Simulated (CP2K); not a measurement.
Runs of CP2K 2026.2 on TiO2. The structure is orthorhombic, space group Imma (No. 74). Conventional cell: a = 5.946 Å, b = 6.575 Å, c = 6.575 Å, α = 90.00°, β = 90.00°, γ = 90.00°. Around Ti (site symmetry 2/m) lie 6 O at 1.96 to 2.00 Å. Around Ti (site symmetry mm2) lie 6 O at 1.94 to 2.00 Å. O (site symmetry m) is surrounded by 3 Ti at 1.94 to 2.00 Å. O (site symmetry m) has 3 Ti at 1.96 to 2.00 Å as nearest neighbours. The cell is a database's computed one.

```tsv
level	cutoff of the non-local correlation (Ry)	gap on the mesh (eV)	pressure (GPa)	largest force (eV/Å)
BEEF-vdW	300	1.77	1.0	0.04
PBEsol	-	1.75	-6.3	0.12
BLYP	-	1.78	5.2	0.03
OLYP	-	1.80	(b)	0.22
TPSS	-	1.92	-2.6	0.07
LDA	-	(a)	-10.7	0.15
PBE	-	1.78	-0.3	0.07
```

Alike in all rows: task band structure; potentials or basis POTENTIAL_UZH Ti GTH-PBE-q12, O GTH-PBE-q6; DZVP-MOLOPT-PBE-GTH basis; no spin polarisation; cell as given; k mesh 5 × 5 × 5; smearing fermi-dirac 0.05 eV.

**Question.** Fill in the values left out.

**Answer.** (a) 1.72; (b) 0.2.

Caveats: the basis of atomic orbitals isn't converged, which shifts pressures, moduli and gaps; the potentials were made for another functional, which shifts forces and pressure (some runs).

A k mesh can miss the band edges.

Not every run made on this cell is shown here.
